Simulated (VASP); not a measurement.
# AlCo (Pm-3m) in VASP: settings compared

The runs below take AlCo through relaxation of the atoms, relaxation of cell and atoms, with PBEsol, AM05.

Everything below comes from runs of VASP 6.6.1. Logs are shortened: lines on timing, memory, paths and dates and some standing lists are left out, and cuts for length are marked.

## 1. Starting point

Symmetry: Pm-3m, No. 221, cubic system. The conventional cell has a = 2.819 Å, b = 2.819 Å, c = 2.819 Å, α = 90.00°, β = 90.00°, γ = 90.00°. Around Al (site symmetry m-3m) lie 8 Co at 2.44 Å. Co (site symmetry m-3m) has 8 Al at 2.44 Å as nearest neighbours.

The cell is a database's computed one.

## 2. Relaxation of the atoms, PBEsol (a relaxed cell with its volume scaled by 1.02)

Contents of INCAR:

```
SYSTEM = AlCo
  PREC = Accurate
  ENCUT = 600
  EDIFF = 1E-7
  ISMEAR = 1
  SIGMA = 0.1
  LREAL = .FALSE.
  LASPH = .TRUE.
  NELM = 80
  ALGO = Normal
  ISIF = 2
  LWAVE = .FALSE.
  LCHARG = .FALSE.
  GGA = PS
  IBRION = 2
  NSW = 40
  EDIFFG = -0.01
```

Contents of KPOINTS:

```
regular mesh
0
G
  14 14 14
  0 0 0
```

Contents of POSCAR:

```
AlCo                                    
1.0
    2.8412708848      0.0000000000      0.0000000000
    0.0000000000      2.8412708848      0.0000000000
    0.0000000000      0.0000000000      2.8412708848
  Al              Co            
     1     1
Direct
     0.0000000000000000    0.0000000000000000    0.0000000000000000
     0.5000000000000000    0.5000000000000000    0.5000000000000000
```

Potentials or basis: VASP PAW PBE potentials, release 64 (Al, Co).

Command:

```console
cat potpaw_PBE.64/Al/POTCAR potpaw_PBE.64/Co/POTCAR > POTCAR
mpirun -np 1 vasp_std > vasp.out
```

OUTCAR:

```text
SYSTEM = AlCo
   PREC = Accurate
   ENCUT = 600
   EDIFF = 1E-7
   ISMEAR = 1
   LREAL = .FALSE.
   LASPH = .TRUE.
   NELM = 80
   ISIF = 2
   GGA = PS
   IBRION = 2
   NSW = 40
   EDIFFG = -0.01

 ion  position               nearest neighbor table
   1  0.000  0.000  0.000-   2 2.46   2 2.46   2 2.46   2 2.46   2 2.46   2 2.46   2 2.46   2 2.46

   2  0.500  0.500  0.500-   1 2.46   1 2.46   1 2.46   1 2.46   1 2.46   1 2.46   1 2.46   1 2.46

  LATTYP: Found a simple cubic cell.
 ALAT       =     2.8412708848

  Lattice vectors:

 A1 = (   2.8412708848,   0.0000000000,   0.0000000000)
 A2 = (   0.0000000000,   2.8412708848,   0.0000000000)
 A3 = (   0.0000000000,   0.0000000000,   2.8412708848)

Analysis of symmetry for initial positions (statically):
=====================================================================
 Subroutine PRICEL returns:
 Original cell was already a primitive cell.

 Routine SETGRP: Setting up the symmetry group for a
 simple cubic supercell.

 Subroutine GETGRP returns: Found 48 space group operations
 (whereof 48 operations were pure point group operations)
 out of a pool of 48 trial point group operations.

The static configuration has the point symmetry O_h .

Analysis of symmetry for dynamics (positions and initial velocities):
=====================================================================
 Subroutine PRICEL returns:
 Original cell was already a primitive cell.

 Routine SETGRP: Setting up the symmetry group for a
 simple cubic supercell.

 Subroutine GETGRP returns: Found 48 space group operations
 (whereof 48 operations were pure point group operations)
 out of a pool of 48 trial point group operations.

The dynamic configuration has the point symmetry O_h .

 Subroutine INISYM returns: Found 48 space group operations
 (whereof 48 operations are pure point group operations),
 and found     1 'primitive' translations

----------------------------------------------------------------------------------------

                                     Primitive cell

  volume of cell :      22.9371

  direct lattice vectors                    reciprocal lattice vectors
     2.841270885  0.000000000  0.000000000     0.351955178  0.000000000  0.000000000
     0.000000000  2.841270885  0.000000000     0.000000000  0.351955178  0.000000000
     0.000000000  0.000000000  2.841270885     0.000000000  0.000000000  0.351955178

  length of vectors
     2.841270885  2.841270885  2.841270885     0.351955178  0.351955178  0.351955178

  position of ions in fractional coordinates (direct lattice)
     0.000000000  0.000000000  0.000000000
     0.500000000  0.500000000  0.500000000

  ion indices of the primitive-cell ions
   primitive index   ion index
                 1           1
                 2           2

----------------------------------------------------------------------------------------

 KPOINTS: regular mesh

Automatic generation of k-mesh.
 Grid dimensions read from file:
 generate k-points for:   14   14   14

 Generating k-lattice:

  Cartesian coordinates                     Fractional coordinates (reciprocal lattice)
     0.025139656  0.000000000  0.000000000     0.071428571  0.000000000  0.000000000
     0.000000000  0.025139656  0.000000000     0.000000000  0.071428571  0.000000000
     0.000000000  0.000000000  0.025139656     0.000000000  0.000000000  0.071428571

  Length of vectors
     0.025139656  0.025139656  0.025139656

  Shift w.r.t. Gamma in fractional coordinates (k-lattice)
     0.000000000  0.000000000  0.000000000

 Subroutine IBZKPT returns following result:
 ===========================================

 Found    120 irreducible k-points:

 Following reciprocal coordinates:
            Coordinates               Weight
  0.000000  0.000000  0.000000      1.000000
  0.071429  0.000000  0.000000      6.000000
  0.142857  0.000000  0.000000      6.000000
  0.214286  0.000000  0.000000      6.000000
  0.285714  0.000000  0.000000      6.000000
  0.357143  0.000000  0.000000      6.000000
[... 16 lines left out ...]
  0.285714  0.214286  0.000000     24.000000
  0.357143  0.214286  0.000000     24.000000
 [... further k-points ...]
   k-points           NKPTS =    120   k-points in BZ     NKDIM =    120   number of bands    NBANDS=     10
   number of dos      NEDOS =    301   number of ions     NIONS =      2
   total plane-waves  NPLWV =  13824
   dimension x,y,z NGX =    24 NGY =   24 NGZ =   24
   dimension x,y,z NGXF=    48 NGYF=   48 NGZF=   48
   ions per type =               1   1
   NGX,Y,Z   is equivalent  to a cutoff of  14.04, 14.04, 14.04 a.u.
   NGXF,Y,Z  is equivalent  to a cutoff of  28.09, 28.09, 28.09 a.u.
 SYSTEM =  AlCo
   PREC   = accura    normal or accurate (medium, high low for compatibility)
   ISTART =      0    job   : 0-new  1-cont  2-samecut
   ICHARG =      2    charge: 1-file 2-atom 10-const
   ISPIN  =      1    spin polarized calculation?
   LNONCOLLINEAR =      F non collinear calculations
   LSORBIT =      F    spin-orbit coupling
   LASPH  =      T    aspherical Exc in radial PAW
   ENCUT  =  600.0 eV  44.10 Ry    6.64 a.u.   5.67  5.67  5.67*2*pi/ulx,y,z
   NELM   =     80;   NELMIN=  2; NELMDL= -5     # of ELM steps
   EDIFF  = 0.1E-06   stopping-criterion for ELM
   LREAL  =      F    real-space projection
   EDIFFG = -.1E-01   stopping-criterion for IOM
   NSW    =     40    number of steps for IOM
   IBRION =      2    ionic relax: 0-MD 1-quasi-New 2-CG
   NFREE  =      1    steps in history (QN), initial steepest desc. (CG)
   ISIF   =      2    stress and relaxation
   ISYM   =      2    0-nonsym 1-usesym 2-fastsym
   POTIM  = 0.5000    time-step for ionic-motion
   TEBEG  =    0.0;   TEEND  =   0.0 temperature during run
   PSTRESS=    0.0 pullay stress
   NELECT =      12.0000    total number of electrons
   NUPDOWN=      -1.0000    fix difference up-down
   EMIN   =  10.00;   EMAX   =-10.00  energy-range for DOS
   EFERMI =   0.00;   METHOD = LEGACY
   ISMEAR =     1;   SIGMA  =   0.10  broadening in eV -4-tet -1-fermi 0-gaus
   EFERMI_NEDOS =   21; number of points for ismear=-14 and -15
   IALGO  =     38    algorithm
   IMIX   =      4    mixing-type and parameters
     AMIX     =   0.40;   BMIX     =  1.00
     AMIX_MAG =   1.60;   BMIX_MAG =  1.00
  volume/ion in A,a.u.               =      11.47        77.39
  Fermi-wavevector in a.u.,A,eV,Ry     =   1.319135  2.492804 23.675734  1.740117
  Thomas-Fermi vector in A             =   2.449055
   LORBIT       =      0    0 simple, 1 ext, 2 COOP (PROOUT), +10 PAW based schemes
   GGA     = PS    functional components
   LHFCALC =     F    Hartree Fock is set to
   AEXX    =    0.0000 exact exchange contribution
   IVDW    =     0    specifies the selected vdW correction
   LEPSILON=     F    determine dielectric tensor
   LRPA    =     F    only Hartree local field effects (RPA)
 conjugate gradient relaxation of ions
 non-spin polarized calculation
 Methfessel and Paxton  Order N= 1 SIGMA  =   0.10
  energy-cutoff  :      600.00
  volume of cell :       22.94
 maximum number of plane-waves:       784
 NGX is ok and might be reduce to    24
   NGX = 11   NGY = 11   NGZ = 11

 number of electron      11.9999995 magnetization

 Free energy of the ion-electron system (eV)
  ---------------------------------------------------
  ext. energy  EPLUGINS =         0.00000000
  ---------------------------------------------------
  free energy    TOTEN  =       -13.07715906 eV

  energy without entropy =      -13.07841765  energy(sigma->0) =      -13.07757859

 E-fermi :  10.6008     XC(G=0): -12.4289

 val. band max:       10.5665991300   @ k =   0.5000   0.3571   0.0714
 cond. band min:      10.6411121460   @ k =   0.5000   0.2857   0.0000
 fundamental gap:      0.0745130161
 Fermi energy:        10.6007892967

 k-point     1 :       0.0000    0.0000    0.0000
  band No.  band energies     occupation
      1      -0.5606      2.00000
      2       7.5466      2.00000
      3       7.5466      2.00000
      4       9.7429      2.00000
      5       9.7429      2.00000
      6       9.7429      2.00000
      7      16.5774      0.00000
      8      16.5774      0.00000
      9      16.5774      0.00000
     10      19.3607      0.00000

 k-point     2 :       0.0714    0.0000    0.0000
  band No.  band energies     occupation
      1      -0.4632      2.00000
      2       7.5379      2.00000
      3       7.5738      2.00000
      4       9.6896      2.00000
      5       9.6896      2.00000
      6       9.7484      2.00000
      7      15.6522      0.00000
      8      16.7137      0.00000
      9      16.7137      0.00000
     10      19.3471      0.00000

 k-point     3 :       0.1429    0.0000    0.0000
  band No.  band energies     occupation
      1      -0.1726      2.00000
      2       7.4838      2.00000
      3       7.6511      2.00000
      4       9.5471      2.00000
      5       9.5471      2.00000
      6       9.7642      2.00000
      7      14.1105      0.00000
      8      17.1063      0.00000
      9      17.1063      0.00000
     10      19.3070      0.00000

 k-point     4 :       0.2143    0.0000    0.0000
  band No.  band energies     occupation
      1       0.3060      2.00000
      2       7.2940      2.00000
      3       7.7660      2.00000
      4       9.3562      2.00000
      5       9.3562      2.00000
      6       9.7870      2.00000
      7      12.6891      0.00000
      8      17.7166      0.00000
      9      17.7166      0.00000
     10      19.2434      0.00000

 k-point     5 :       0.2857    0.0000    0.0000
  band No.  band energies     occupation
      1       0.9634      2.00000
      2       6.8265      2.00000
      3       7.8982      2.00000
      4       9.1611      2.00000
      5       9.1611      2.00000
      6       9.8124      2.00000
      7      11.6377     -0.00000
      8      18.5028      0.00000
      9      18.5028      0.00000
     10      19.1638      0.00000

 k-point     6 :       0.3571    0.0000    0.0000
  band No.  band energies     occupation
      1       1.7856      2.00000
      2       6.0083      2.00000
      3       8.0220      2.00000
      4       8.9976      2.00000
      5       8.9976      2.00000
      6       9.8354      2.00000
      7      11.0456     -0.00000
      8      19.0825      0.00000
      9      19.4286      0.00000
     10      19.4286      0.00000
[... 183 lines left out ...]
 k-point    21 :       0.5000    0.1429    0.0000
  band No.  band energies     occupation
      1       3.9870      2.00000
      2       4.2743      2.00000
      3       8.2306      2.00000
      4       8.7121      2.00000
      5       8.8919      2.00000
      6       9.6914      2.00000
      7      10.7233     -0.07092
      8      17.7306      0.00000
      9      18.7479      0.00000
     10      21.8284      0.00000

 k-point    22 :       0.2143    0.2143    0.0000
  band No.  band energies     occupation
      1       1.1428      2.00000
      2       7.5968      2.00000
      3       7.6050      2.00000
      4       8.9052      2.00000
      5       9.3643      2.00000
      6       9.4794      2.00000
      7      12.8244      0.00000
      8      14.2641      0.00000
      9      18.7998      0.00000
     10      20.4918      0.00000

 k-point    23 :       0.2857    0.2143    0.0000
  band No.  band energies     occupation
      1       1.7738      2.00000
      2       7.1911      2.00000
      3       7.7998      2.00000
      4       8.7791      2.00000
      5       9.2213      2.00000
      6       9.4719      2.00000
      7      11.9824     -0.00000
      8      14.4680      0.00000
      9      19.5530      0.00000
     10      19.9901      0.00000

 k-point    24 :       0.3571    0.2143    0.0000
  band No.  band energies     occupation
      1       2.5564      2.00000
      2       6.4748      2.00000
      3       8.0095      2.00000
      4       8.7089      2.00000
      5       9.0708      2.00000
      6       9.4970      2.00000
      7      11.2346     -0.00000
      8      15.0847      0.00000
      9      19.0128      0.00000
     10      20.4470      0.00000

 [... further k-points ...]

------------------------ aborting loop because EDIFF is reached ----------------------------------------

  FORCE on cell =-STRESS in cart. coord.  units (eV):
  Direction    XX          YY          ZZ          XY          YZ          ZX
  --------------------------------------------------------------------------------------
  -------------------------------------------------------------------------------------
  Total       -0.5245562     -0.5245562     -0.5245562      0.0000000      0.0000000      0.0000000
  in kB      -36.6407809    -36.6407809    -36.6407809      0.0000000      0.0000000      0.0000000
  external PRESSURE =     -36.6407809 kB  Pullay stress =       0.0000000 kB

 VOLUME and BASIS-vectors are now :
 -----------------------------------------------------------------------------
  energy-cutoff  :      600.00
  volume of cell :       22.94
      direct lattice vectors                 reciprocal lattice vectors
     2.841270885  0.000000000  0.000000000     0.351955178  0.000000000  0.000000000
     0.000000000  2.841270885  0.000000000     0.000000000  0.351955178  0.000000000
     0.000000000  0.000000000  2.841270885     0.000000000  0.000000000  0.351955178

 POSITION                                       TOTAL-FORCE (eV/Angst)
 -----------------------------------------------------------------------------------
      0.00000      0.00000      0.00000         0.000000      0.000000      0.000000
      1.42064      1.42064      1.42064         0.000000      0.000000      0.000000
 -----------------------------------------------------------------------------------
    total drift:                                0.000000     -0.000000     -0.000000

  FREE ENERGIE OF THE ION-ELECTRON SYSTEM (eV)
  ---------------------------------------------------
  free  energy   TOTEN  =       -13.0771590627 eV

  energy  without entropy=      -13.0784176472  energy(sigma->0) =      -13.07757859

 reached required accuracy - stopping structural energy minimisation
```

Run time: 11 s. Hardware: 1 thread of Intel Xeon Platinum 8375C at 2.90GHz (Ice Lake), shared host; peak memory 0.16 GiB.

Results:

```yaml
Free_energy: -13.0772 eV
Pressure_after_relaxing: -3.7 GPa
Band_gap_on_the_k_mesh: none (metal or under the smearing width)
```

Final structure:
```
Al Co
1.0
     2.84127    0.00000    0.00000
     0.00000    2.84127    0.00000
     0.00000    0.00000    2.84127
Al Co
1 1
Cartesian
  0.0000 0.0000 0.0000
  1.4206 1.4206 1.4206
```

Caveat: the relaxation stopped at its first step, so nothing moved; the PAW data sets were made with another functional, which shifts forces and pressure a little. Spin polarisation is off, so any magnetic state and its effect on volume and gap are missing.

(Part 1 of 3 ends here.)
